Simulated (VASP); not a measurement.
TiSe:

```xyz
2
Lattice="3.4034 0.0000 0.0000 0.0000 3.4034 0.0000 0.0000 0.0000 3.4034" Properties=species:S:1:pos:R:3 pbc="T T T"
Ti    0.0000    0.0000    0.0000
Se    1.7017    1.7017    1.7017
```

The cell comes from a database or a generator and needn't be the stable form of this composition.

Base run:

| Item | Value |
| --- | --- |
| Program | VASP 6.6.1 |
| Functional | PBEsol |
| Potentials or basis | VASP PAW PBE potentials, release 64 (Ti_sv, Se) |
| Cutoff | 520 eV |
| k mesh | 6 × 6 × 6 |
| Occupations | gaussian, width 0.05 eV |
| Spin | collinear spin, random start |
| Starting moments | [1.13, 0.0] μB |
| Hubbard terms | Ti d U = 4 eV |

Its results: band gap on the k mesh none (metal or under the smearing width); pressure -14.3 GPa; net moment 0.11 μB per cell.

Question: The run is repeated on the same cell with these changes: hubbard terms from Ti d U = 4 eV to Ti d U = 8 eV; moments at the start from [1.13, 0.0] to [0.9, 0.0]. What comes out?

Answer: Band gap on the k mesh none (metal or under the smearing width); pressure -10.7 GPa; net moment 0.00 μB per cell.

Caveats: the PAW data sets were made with another functional, which shifts forces and pressure a little.
